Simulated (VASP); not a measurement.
Runs of VASP 6.6.1 on CdS (Greenockite). Symmetry: P6_3mc, No. 186, hexagonal system. The conventional cell has a = 4.150 Å, b = 4.150 Å, c = 6.737 Å, α = 90.00°, β = 90.00°, γ = 120.00°. Cd (site symmetry 3m) has 4 S at 2.53 to 2.54 Å as nearest neighbours. S (site symmetry 3m) has 4 Cd at 2.53 to 2.54 Å as nearest neighbours. 

| task | level | spin | k mesh | smearing | gap on the mesh (eV) | pressure (GPa) | largest force (eV/Å) |
| --- | --- | --- | --- | --- | --- | --- | --- |
| band structure | rSCAN | off | 7 × 7 × 4 | fermi-dirac 0.05 eV | (b) | 0.8 | 0.07 |
| band structure | r2SCAN | off | 7 × 7 × 4 | fermi-dirac 0.05 eV | 1.65 | (a) | 0.07 |
| band structure | SCAN | SOC, no magnetisation | 5 × 5 × 3 | fermi-dirac 0.05 eV | - | 0.3 | 0.07 |
| single point | PBE | off | 7 × 7 × 4 | gaussian 0.012 eV | 1.20 | 2.4 | 0.07 |
| band structure | SCAN | off | 7 × 7 × 4 | fermi-dirac 0.05 eV | 1.58 | 0.3 | 0.07 |

Alike in all rows: potentials or basis VASP PAW PBE potentials, release 64 (Cd, S); cell as given; cutoff (eV) 520.

Task: Fill in the values left out.

Result: (a) 1.0; (b) 1.62.

Caveats: the PAW data sets were made with another functional, which shifts forces and pressure a little (some runs).

A k mesh can miss the band edges, and rows without SOC leave out spin-orbit coupling on Cd.
